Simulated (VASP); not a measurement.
# VASP 6.6.1 run: BP

INCAR

```
NELM = 120
IBRION = -1
PREC = Accurate
ENCUT = 520
GGA = PE
EDIFF = 1E-7
SIGMA = 0.02
LWAVE = .FALSE.
ISMEAR = -1
LCHARG = .FALSE.
NSW = 0
ISIF = 2
LASPH = .TRUE.
LREAL = .FALSE.
NBANDS = 11
```

KPOINTS

```
KPOINTS created by Atomic Simulation Environment
0
Gamma
7 7 7
0 0 0
```

POSCAR

```
B  P
 1.0000000000000000
     0.0000000000000000    2.3136819822999999    2.3136819822999999
     2.3136819822999999    0.0000000000000000    2.3136819822999999
     2.3136819822999999    2.3136819822999999    0.0000000000000000
 B   P
   1   1
Cartesian
  0.0000000000000000  0.0000000000000000  0.0000000000000000
  1.1568409911499999  1.1568409911499999  1.1568409911499999
```

The recommended PBE PAW datasets give the neutral cell 8 valence electrons.

Command

```
mpirun -np 1 vasp_std
```

OSZICAR

```
N       E                     dE             d eps       ncg     rms          rms(c)
DAV:   1     0.715130395769E+01    0.71513E+01   -0.39089E+03   440   0.646E+02
DAV:   2    -0.129397388747E+02   -0.20091E+02   -0.19304E+02   586   0.103E+02
DAV:   3    -0.134826249357E+02   -0.54289E+00   -0.54117E+00   551   0.148E+01
DAV:   4    -0.134848438060E+02   -0.22189E-02   -0.22186E-02   496   0.113E+00
DAV:   5    -0.134848559103E+02   -0.12104E-04   -0.12104E-04   543   0.836E-02    0.662E+00
DAV:   6    -0.129747700213E+02    0.51009E+00   -0.12330E+00   494   0.463E+00    0.358E+00
DAV:   7    -0.129003756167E+02    0.74394E-01   -0.18146E-01   546   0.213E+00    0.126E+00
DAV:   8    -0.128932270698E+02    0.71485E-02   -0.24131E-02   508   0.873E-01    0.172E-01
DAV:   9    -0.128935708915E+02   -0.34382E-03   -0.72290E-04   512   0.176E-01    0.102E-01
DAV:  10    -0.128937714154E+02   -0.20052E-03   -0.25394E-04   493   0.994E-02    0.267E-02
DAV:  11    -0.128937818621E+02   -0.10447E-04   -0.10574E-05   547   0.219E-02    0.283E-02
DAV:  12    -0.128937830373E+02   -0.11752E-05   -0.41084E-06   497   0.102E-02    0.107E-02
DAV:  13    -0.128937829248E+02    0.11247E-06   -0.97943E-08   419   0.209E-03    0.480E-03
DAV:  14    -0.128937829958E+02   -0.70989E-07   -0.36888E-08   244   0.113E-03
   1 F= -.12893783E+02 E0= -.12893783E+02  d E =-.416800E-11
```

From OUTCAR

```
k-points           NKPTS =     20   k-points in BZ     NKDIM =     20   number of bands    NBANDS=     11

   NELECT =       8.0000    total number of electrons

   dimension x,y,z NGX =    24 NGY =   24 NGZ =   24
   dimension x,y,z NGXF=    48 NGYF=   48 NGZF=   48

  energy-cutoff  :      520.00
  volume of cell :       24.77
      direct lattice vectors                 reciprocal lattice vectors
     0.000000000  2.313681982  2.313681982    -0.216105759  0.216105759  0.216105759
     2.313681982  0.000000000  2.313681982     0.216105759 -0.216105759  0.216105759
     2.313681982  2.313681982  0.000000000     0.216105759  0.216105759 -0.216105759

 k-points in reciprocal lattice and weights: KPOINTS created by Atomic Simulation Env
   0.00000000  0.00000000  0.00000000       0.003
   0.14285714  0.00000000  0.00000000       0.023
   0.28571429  0.00000000  0.00000000       0.023
   0.42857143  0.00000000  0.00000000       0.023
   0.14285714  0.14285714  0.00000000       0.017
   0.28571429  0.14285714  0.00000000       0.070
   0.42857143  0.14285714  0.00000000       0.070
  -0.42857143  0.14285714  0.00000000       0.070
   ...

 E-fermi :   7.1835

 k-point     1 :       0.0000    0.0000    0.0000
  band No.  band energies     occupation
      1      -8.1918      2.00000
      2       6.7565      2.00000
      3       6.7565      2.00000
      4       6.7565      2.00000
      5      10.0766      0.00000
      6      10.0766      0.00000
      7      10.0766      0.00000
      8      13.2574      0.00000
      9      17.8893      0.00000
     10      18.7220      0.00000
     11      18.7220      0.00000

 k-point     2 :       0.1429    0.0000    0.0000
  band No.  band energies     occupation
      1      -7.8429      2.00000
      2       4.5604      2.00000
      3       6.2544      2.00000
      4       6.2544      2.00000
      5      10.5479      0.00000
      6      10.7691      0.00000
      7      10.7691      0.00000
      8      14.3753      0.00000
      9      17.7309      0.00000
     10      17.7309      0.00000
     11      18.8633      0.00000

 k-point     3 :       0.2857    0.0000    0.0000
  band No.  band energies     occupation
      1      -6.8339      2.00000
      2       1.2877      2.00000
      3       5.5307      2.00000
      4       5.5307      2.00000
      5      10.4149      0.00000
      6      11.4940      0.00000
      7      11.4940      0.00000
      8      16.1869      0.00000
      9      17.8612      0.00000
     10      17.8612      0.00000
     11      19.4126      0.00000

 k-point     4 :       0.4286    0.0000    0.0000
  band No.  band energies     occupation
      1      -5.4406      2.00000
      2      -1.3529      2.00000
      3       5.1235      2.00000
      4       5.1235      2.00000
      5      10.2228      0.00000
      6      11.4630      0.00000
      7      11.4630      0.00000
      8      16.6817      0.00000
      9      20.1262      0.00000
     10      20.1262      0.00000
     11      20.5800      0.00000

 k-point     5 :       0.1429    0.1429    0.0000
  band No.  band energies     occupation
      1      -7.7260      2.00000
      2       5.2351      2.00000
      3       5.4222      2.00000
      4       5.4222      2.00000
      5       9.3618      0.00000
      6      11.9220      0.00000
      7      11.9220      0.00000
      8      13.6634      0.00000
      9      16.7789      0.00000
     10      19.2297      0.00000
     11      19.3236      0.00000

 ...

  Total       -1.1943465     -1.1943465     -1.1943465     -0.0000000      0.0000000      0.0000000
  in kB      -77.2502548    -77.2502548    -77.2502548     -0.0000000      0.0000000      0.0000000
  external PRESSURE =     -77.2502548 kB  Pullay stress =       0.0000000 kB

 POSITION                                       TOTAL-FORCE (eV/Angst)
 -----------------------------------------------------------------------------------
      0.00000      0.00000      0.00000         0.000000      0.000000      0.000000
      1.15684      1.15684      1.15684        -0.000000     -0.000000     -0.000000
 -----------------------------------------------------------------------------------
    total drift:                                0.000000      0.000000      0.000000

  FREE ENERGIE OF THE ION-ELECTRON SYSTEM (eV)
  ---------------------------------------------------
  free  energy   TOTEN  =       -12.8937829958 eV

  energy  without entropy=      -12.8937829958  energy(sigma->0) =      -12.89378300
```

It converged. Results: gap between bands v and c on the k mesh 1.33 eV; least direct gap on the k mesh 3.32 eV; pressure -7.7 GPa. Band v is the last that the valence electrons fill when counted band by band, and c is the next.

For comparison, a separate PBE run of the intended cell, on usual settings and not on those above, gives a gap of 1.32 eV on its mesh and a pressure of -7.8 GPa.

The run above took about 4.3 s on one core of a shared host (Intel Xeon Platinum 8488C) and held 0.13 GiB at most.
